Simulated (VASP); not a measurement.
# Settings for Si: energy and pressure at two fixed cells

Si, R-3m (no. 166), 2 atoms in the cell. Opt(MS+rVV10); PAW potentials Si (PBE set). VASP 6.6.1.

Wanted: energy difference within 1 meV/atom; pressure within 0.1 GPa; forces within 0.005 eV/Å; gap on the mesh within 0.01 eV.

Second cell: the given cell, volume scaled by 1.03.

The series start from ENCUT (eV): 520; k mesh: 5 x 5 x 5; PREC and ADDGRID: Accurate; LASPH: yes; LMAXTAU: 6; EDIFF (eV): 1e-7; ALGO and mixing: Normal; LREAL: no; GGA_COMPAT: no. Each series keeps the choices made before it, and each single choice may use up half of a tolerance. Times cover all steps of a run.

## ENCUT (eV)

| ENCUT (eV) | Energy difference (meV/atom) | Pressure (GPa) | Forces, largest deviation (eV/Å) | Gap on the mesh (eV) | Time (s) |
|---|---|---|---|---|---|
| 300 | -4.1 | 0.02 | 0.0008 | 0.976 | 65 |
| 350 | -3.8 | 0.07 | 0.0002 | 0.974 | 47 |
| 400 | -3.8 | 0.12 | 0.0001 | 0.973 | 93 |
| 450 | -3.8 | 0.14 | 0.0001 | 0.974 | 81 |
| 520 | -3.8 | 0.14 | 0.0001 | 0.975 | 155 |
| 600 | -3.8 | 0.14 | 0.0000 | 0.975 | 153 |
| 700 | -3.7 | 0.14 | 0.0001 | 0.976 | 199 |
| 800 | -3.7 | 0.13 | 0.0001 | 0.976 | 234 |
| 900 (reference) | -3.7 | 0.13 | 0.0000 | 0.977 | 295 |

Chosen: 400, the loosest value from which every tighter one stays within half of the tolerance.

## k mesh

| k mesh | Energy difference (meV/atom) | Pressure (GPa) | Forces, largest deviation (eV/Å) | Gap on the mesh (eV) | Time (s) |
|---|---|---|---|---|---|
| 3 x 3 x 3 | -10.9 | 1.95 | 0.0328 | 1.096 | 96 |
| 4 x 4 x 4 | -5.5 | 0.56 | 0.0118 | 1.041 | 88 |
| 5 x 5 x 5 | -3.8 | 0.12 | 0.0045 | 0.973 | 93 |
| 7 x 7 x 7 | -3.0 | -0.08 | 0.0007 | 0.968 | 107 |
| 10 x 10 x 10 (reference) | -2.9 | -0.11 | 0.0000 | 0.978 | 131 |

Chosen: 10 x 10 x 10; the next looser run is off by more than half of the tolerance, so convergence isn't shown beyond this value.

## PREC and ADDGRID

| PREC and ADDGRID | Energy difference (meV/atom) | Pressure (GPa) | Forces, largest deviation (eV/Å) | Gap on the mesh (eV) | Time (s) |
|---|---|---|---|---|---|
| Low | 1.1 | -0.23 | 0.0483 | 0.966 | 25 |
| Normal | -2.7 | -0.12 | 0.0000 | 0.978 | 48 |
| Accurate | -2.9 | -0.11 | 0.0000 | 0.978 | 131 |
| Accurate, ADDGRID (reference) | -2.9 | -0.11 | 0.0000 | 0.978 | 136 |

Chosen: Normal.

## LASPH

| LASPH | Energy difference (meV/atom) | Pressure (GPa) | Forces, largest deviation (eV/Å) | Gap on the mesh (eV) | Time (s) |
|---|---|---|---|---|---|
| no | -2.7 | -0.12 | 0.0002 | 0.978 | 47 |
| yes (reference) | -2.7 | -0.12 | 0.0000 | 0.978 | 48 |

Chosen: no.

## LMAXTAU

| LMAXTAU | Energy difference (meV/atom) | Pressure (GPa) | Forces, largest deviation (eV/Å) | Gap on the mesh (eV) | Time (s) |
|---|---|---|---|---|---|
| 0 | -2.7 | -0.12 | 0.0000 | 0.978 | 46 |
| 2 | -2.7 | -0.12 | 0.0000 | 0.978 | 44 |
| 4 | -2.7 | -0.12 | 0.0000 | 0.978 | 45 |
| 6 | -2.7 | -0.12 | 0.0000 | 0.978 | 47 |
| 8 (reference) | -2.7 | -0.12 | 0.0000 | 0.978 | 45 |

Chosen: 0.

## EDIFF (eV)

| EDIFF (eV) | Energy difference (meV/atom) | Pressure (GPa) | Forces, largest deviation (eV/Å) | Gap on the mesh (eV) | Time (s) |
|---|---|---|---|---|---|
| 0.0001 | -2.7 | -0.11 | 0.0000 | 0.978 | 33 |
| 1e-5 | -2.7 | -0.12 | 0.0000 | 0.978 | 36 |
| 1e-6 | -2.7 | -0.12 | 0.0000 | 0.978 | 39 |
| 1e-7 | -2.7 | -0.12 | 0.0000 | 0.978 | 46 |
| 1e-8 (reference) | -2.7 | -0.12 | 0.0000 | 0.978 | 59 |

Chosen: 0.0001.

## ALGO and mixing

| ALGO and mixing | Energy difference (meV/atom) | Pressure (GPa) | Forces, largest deviation (eV/Å) | Gap on the mesh (eV) | Time (s) |
|---|---|---|---|---|---|
| Normal | -2.7 | -0.11 | 0.0000 | 0.978 | 33 |
| Fast | -2.7 | -0.13 | 0.0001 | 0.978 | 37 |
| All | -2.7 | -0.11 | 0.0000 | 0.977 | 35 |
| Damped, TIME 0.4 | -2.7 | -0.09 | 0.0001 | 0.978 | 36 |
| Normal, LMIXTAU off | -2.7 | -0.11 | 0.0002 | 0.977 | 29 |

Chosen: Normal; no other choice that stays within half of the tolerance saves 30 % of the time.

## LREAL

| LREAL | Energy difference (meV/atom) | Pressure (GPa) | Forces, largest deviation (eV/Å) | Gap on the mesh (eV) | Time (s) |
|---|---|---|---|---|---|
| no | -2.7 | -0.11 | 0.0000 | 0.978 | 33 |
| Auto | -2.8 | -0.11 | 0.0032 | 0.978 | 36 |

Chosen: no.

## GGA_COMPAT

| GGA_COMPAT | Energy difference (meV/atom) | Pressure (GPa) | Forces, largest deviation (eV/Å) | Gap on the mesh (eV) | Time (s) |
|---|---|---|---|---|---|
| no | -2.7 | -0.11 | 0.0000 | 0.978 | 33 |
| yes | -2.7 | -0.11 | 0.0000 | 0.978 | 34 |

Chosen: no.

## All choices together

| Input | Energy difference (meV/atom) | Pressure (GPa) | Forces, largest deviation (eV/Å) | Gap on the mesh (eV) | Time (s) |
|---|---|---|---|---|---|
| program defaults, coarse mesh (naive) | -5.8 | 0.45 | 0.0078 | 1.049 | 8.2 |
| chosen settings | -2.7 | -0.11 | 0.0003 | 0.978 | 33 |
| reference settings throughout | -2.8 | -0.10 | 0.0000 | 0.982 | 476 |

The chosen settings stay within the tolerance of the reference run, but the reference itself isn't shown to be converged in: k mesh.

Values of the reference run: Forces: 0.4032, 0.4032, 0.4032, -0.4032, -0.4032, -0.4032 eV/Å.

## The input

INCAR:
```
SYSTEM = Si
PREC = Normal
ENCUT = 400
EDIFF = 1E-4
ISMEAR = 0
SIGMA = 0.02
LREAL = .False.
LASPH = .False.
GGA_COMPAT = .False.
ALGO = Normal
NELM = 150
ISIF = 2
LWAVE = .False.
LCHARG = .False.
XC = MS2
XC1_P1 = 0.2501
XC1_P2 = 0.3916
XC1_P3 = 0.9104
LUSE_VDW = .True.
BPARAM = 26.26
LMIXTAU = .True.
NBANDS = 11
KPAR = 4
LMAXTAU = 0
```

KPOINTS:
```
Automatic mesh
0
Gamma
  10 10 10
  0 0 0
```

POSCAR.step1:
```
Si
1.0
    0.0000000000      2.7488019609      2.7488019609
    2.7488019609      0.0000000000      2.7488019609
    2.7488019609      2.7488019609      0.0000000000
Si
2
Direct
    0.5000000000      0.5000000000      0.5000000000
    0.7500000000      0.7500000000      0.7500000000
```

POSCAR.step2:
```
Si
1.0
    0.0000000000      2.7218511865      2.7218511865
    2.7218511865      0.0000000000      2.7218511865
    2.7218511865      2.7218511865      0.0000000000
Si
2
Direct
    0.5000000000      0.5000000000      0.5000000000
    0.7553029200      0.7553029200      0.7553029200
```

Commands (each step's output is kept before the next begins):
```
cat potpaw_PBE.64/Si/POTCAR > POTCAR
cp POSCAR.step1 POSCAR
mpirun -np 4 vasp_std > vasp.out
rm WAVECAR CHG
cp POSCAR.step2 POSCAR
mpirun -np 4 vasp_std > vasp.out
```

Limits: One atom is displaced by 0.05 Å on purpose; pressure, forces and gap belong to that cell (POSCAR.step2), and the energy difference is that of POSCAR.step1 less this one, displacement or strain included; LMAXTAU acts only with LASPH = .TRUE., so its series here tests nothing.

The chosen input took VASP 6.6.1 33 s on 4 cores (Intel Xeon Platinum 8488C (Sapphire Rapids)), a shared host.

## An input that fails: cutoff far too low

It runs to its end, but against the unchanged starting input it is off by 2.9 meV/atom in the energy difference, 0.15 GPa in the pressure, 0.0010 eV/Å in the forces, 0.014 eV in the gap on the mesh.

Changes against the starting input:
```
(all steps)
- ENCUT = 520
+ ENCUT = 150
```
